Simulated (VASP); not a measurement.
# Mg (P6/mmm) in VASP: further runs

The runs below take Mg through single point, with r2SCAN.

All numbers are computed with VASP 6.6.1; they aren't measurements. Logs are shortened: lines on timing, memory, paths and dates and some standing lists are left out, and cuts for length are marked.

## 1. Starting point

It takes space group P6/mmm (No. 191, hexagonal). The conventional cell has a = 3.050 Å, b = 3.050 Å, c = 3.045 Å, α = 90.00°, β = 90.00°, γ = 120.00°. Mg (site symmetry 6/mmm) has 8 Mg at 3.04 to 3.05 Å as nearest neighbours.

This isn't the form of Mg at room conditions, which is hcp.

## 2. Single point, r2SCAN

File INCAR:

```
ADDGRID = False
ALGO = Normal
EDIFF = 1E-6
ENCUT = 900
ISIF = 2
ISMEAR = 1
LASPH = True
LCHARG = False
LMIXTAU = True
LREAL = False
LWAVE = False
METAGGA = R2SCAN
NELM = 100
PREC = Accurate
SIGMA = 0.1
```

File KPOINTS:

```
k-points
0
Gamma
  15 15 13
```

File POSCAR:

```
Mg
1.0
    3.0502998005      0.0000000000      0.0000000000
   -1.5251499003      2.6416371164      0.0000000000
    0.0000000000      0.0000000000      3.0448375700
Mg
1
Direct
    0.0000000000      0.0000000000      0.0000000000
```

Potentials or basis: VASP PAW PBE potentials, release 64 (Mg).

Command:

```console
$ cat potpaw_PBE.64/Mg/POTCAR > POTCAR
$ mpirun -np 1 vasp_std > vasp.out
```

OUTCAR:

```text
EDIFF = 1E-6
   ENCUT = 900
   ISIF = 2
   ISMEAR = 1
   LASPH = True
   LREAL = False
   METAGGA = R2SCAN
   NELM = 100
   PREC = Accurate

 Found    189 irreducible k-points:

 Following reciprocal coordinates:
            Coordinates               Weight
  0.000000  0.000000  0.000000      1.000000
  0.066667  0.000000  0.000000      6.000000
  0.133333  0.000000  0.000000      6.000000
  0.200000  0.000000  0.000000      6.000000
  0.266667  0.000000  0.000000      6.000000
  0.333333  0.000000  0.000000      6.000000
   k-points           NKPTS =    189   k-points in BZ     NKDIM =    189   number of bands    NBANDS=      5
   number of dos      NEDOS =    301   number of ions     NIONS =      1
   total plane-waves  NPLWV =  27000
   dimension x,y,z NGX =    30 NGY =   30 NGZ =   30
   dimension x,y,z NGXF=    60 NGYF=   60 NGZF=   60
   ions per type =               1
   NGX,Y,Z   is equivalent  to a cutoff of  16.35, 16.35, 16.38 a.u.
   NGXF,Y,Z  is equivalent  to a cutoff of  32.70, 32.70, 32.76 a.u.
 SYSTEM =  unknown system
   PREC   = accura    normal or accurate (medium, high low for compatibility)
   ISTART =      0    job   : 0-new  1-cont  2-samecut
   ICHARG =      2    charge: 1-file 2-atom 10-const
   ISPIN  =      1    spin polarized calculation?
   LNONCOLLINEAR =      F non collinear calculations
   LSORBIT =      F    spin-orbit coupling
   LASPH  =      T    aspherical Exc in radial PAW
   ENCUT  =  900.0 eV  66.15 Ry    8.13 a.u.   7.46  7.46  7.45*2*pi/ulx,y,z
   NELM   =    100;   NELMIN=  2; NELMDL= -5     # of ELM steps
   EDIFF  = 0.1E-05   stopping-criterion for ELM
   LREAL  =      F    real-space projection
   EDIFFG = 0.1E-04   stopping-criterion for IOM
   NSW    =      0    number of steps for IOM
   IBRION =     -1    ionic relax: 0-MD 1-quasi-New 2-CG
   NFREE  =      0    steps in history (QN), initial steepest desc. (CG)
   ISIF   =      2    stress and relaxation
   ISYM   =      2    0-nonsym 1-usesym 2-fastsym
   POTIM  = 0.5000    time-step for ionic-motion
   TEBEG  =    0.0;   TEEND  =   0.0 temperature during run
   PSTRESS=    0.0 pullay stress
   NELECT =       2.0000    total number of electrons
   NUPDOWN=      -1.0000    fix difference up-down
   EMIN   =  10.00;   EMAX   =-10.00  energy-range for DOS
   EFERMI =   0.00;   METHOD = LEGACY
   ISMEAR =     1;   SIGMA  =   0.10  broadening in eV -4-tet -1-fermi 0-gaus
   EFERMI_NEDOS =   21; number of points for ismear=-14 and -15
   IALGO  =     38    algorithm
   IMIX   =      4    mixing-type and parameters
     AMIX     =   0.40;   BMIX     =  1.00
     AMIX_MAG =   1.60;   BMIX_MAG =  1.00
  volume/ion in A,a.u.               =      24.53       165.57
  Fermi-wavevector in a.u.,A,eV,Ry     =   0.709836  1.341396  6.855535  0.503868
  Thomas-Fermi vector in A             =   1.796524
   LORBIT       =      0    0 simple, 1 ext, 2 COOP (PROOUT), +10 PAW based schemes
   METAGGA = R2SCAN    functional components
   LHFCALC =     F    Hartree Fock is set to
   AEXX    =    0.0000 exact exchange contribution
   IVDW    =     0    specifies the selected vdW correction
   LEPSILON=     F    determine dielectric tensor
   LRPA    =     F    only Hartree local field effects (RPA)
 non-spin polarized calculation
 Methfessel and Paxton  Order N= 1 SIGMA  =   0.10
  energy-cutoff  :      900.00
  volume of cell :       24.53
 maximum number of plane-waves:      1533
 NGX is ok and might be reduce to    30

 number of electron       2.0000000 magnetization

 Free energy of the ion-electron system (eV)
  ---------------------------------------------------
  ext. energy  EPLUGINS =         0.00000000
  ---------------------------------------------------
  free energy    TOTEN  =        -3.87178219 eV

  energy without entropy =       -3.87178618  energy(sigma->0) =       -3.87178352

 E-fermi :   2.3030     XC(G=0):  -8.8349

 val. band max:        2.2765613343   @ k =   0.4000   0.0000   0.4615
 cond. band min:       2.3347643579   @ k =   0.4000   0.1333   0.1538
 fundamental gap:      0.0582030236
 Fermi energy:         2.3030426115

 k-point     1 :       0.0000    0.0000    0.0000
  band No.  band energies     occupation
      1      -4.8381      2.00000
      2      10.8257      0.00000
      3      11.7497      0.00000
      4      15.7136      0.00000
      5      15.7136      0.00000

 k-point     2 :       0.0667    0.0000    0.0000
  band No.  band energies     occupation
      1      -4.7352      2.00000
      2      10.8152      0.00000
      3      11.8353      0.00000
      4      14.0971      0.00000
      5      15.0252      0.00000

 k-point     3 :       0.1333    0.0000    0.0000
  band No.  band energies     occupation
      1      -4.4272      2.00000
      2      10.5314      0.00000
      3      12.0922      0.00000
      4      12.1632      0.00000
      5      14.0794      0.00000

 k-point     4 :       0.2000    0.0000    0.0000
  band No.  band energies     occupation
      1      -3.9161      2.00000
      2       9.0012      0.00000
      3      11.5393      0.00000
      4      12.5209      0.00000
      5      13.2549      0.00000

 k-point     5 :       0.2667    0.0000    0.0000
  band No.  band energies     occupation
      1      -3.2050      2.00000
      2       6.9902      0.00000
      3      11.4536      0.00000
      4      12.5879      0.00000
      5      13.1213      0.00000

 k-point     6 :       0.3333    0.0000    0.0000
  band No.  band energies     occupation
      1      -2.2990      2.00000
      2       5.0474      0.00000
      3      11.3545      0.00000
      4      12.0859      0.00000
      5      13.8917      0.00000

 [... further k-points ...]
[... 5 lines left out ...]
  --------------------------------------------------------------------------------------
  -------------------------------------------------------------------------------------
  Total        0.0866314      0.0866314     -0.0003829     -0.0000000      0.0000000      0.0000000
  in kB        5.6572576      5.6572576     -0.0250066     -0.0000000      0.0000000      0.0000000
  external PRESSURE =       3.7631695 kB  Pullay stress =       0.0000000 kB

 VOLUME and BASIS-vectors are now :
 -----------------------------------------------------------------------------
  energy-cutoff  :      900.00
  volume of cell :       24.53
      direct lattice vectors                 reciprocal lattice vectors
     3.050299800  0.000000000  0.000000000     0.327836628  0.189276565  0.000000000
    -1.525149900  2.641637116  0.000000000     0.000000000  0.378553130  0.000000000
     0.000000000  0.000000000  3.044837570     0.000000000  0.000000000  0.328424744

 POSITION                                       TOTAL-FORCE (eV/Angst)
 -----------------------------------------------------------------------------------
      0.00000      0.00000      0.00000         0.000000      0.000000      0.000000
 -----------------------------------------------------------------------------------
    total drift:                                0.000000      0.000000     -0.000000

  FREE ENERGIE OF THE ION-ELECTRON SYSTEM (eV)
  ---------------------------------------------------
  free  energy   TOTEN  =        -3.8717821942 eV

  energy  without entropy=       -3.8717861754  energy(sigma->0) =       -3.87178352
```

It took 1.7 min on 1 thread of Intel Xeon 6975P-C (Granite Rapids), shared host; peak memory 0.21 GiB.

The run converged, but some of its settings lie outside the range that counts as converged, so its numbers aren't taken as properties of the crystal.

Results:

```
Free energy            : -3.8718 eV
Pressure               : 0.4 GPa
Band gap on the k mesh : none (metal or under the smearing width)
```

Caveat: the PAW data sets were made with another functional, which shifts forces and pressure a little.

## 3. Single point, r2SCAN

This run uses another cell than the first one, of the same volume but with other edges.

INCAR is that of step 2.

KPOINTS is that of step 2.

File POSCAR:

```
Mg
1.0
    3.1430880000     -0.0084060000     -0.0278050000
   -1.5788240000      2.6046760000      0.0276970000
   -0.0277550000      0.0158990000      3.0020770000
Mg
1
Direct
   -0.0144770000      0.0117080000      0.0082640000
```

Potentials or basis: VASP PAW PBE potentials, release 64 (Mg).

Command:

```console
$ cat potpaw_PBE.64/Mg/POTCAR > POTCAR
$ mpirun -np 1 vasp_std > vasp.out
```

It took 10 min on 1 thread of Intel Xeon 6975P-C (Granite Rapids), shared host; peak memory 0.63 GiB.

These settings aren't checked as converged: the numbers below hold their error.

What came out:

```
Free energy            : -3.8670 eV
Pressure               : 0.2 GPa
Band gap on the k mesh : none (metal or under the smearing width)
```

Caveat: the PAW data sets were made with another functional, which shifts forces and pressure a little.
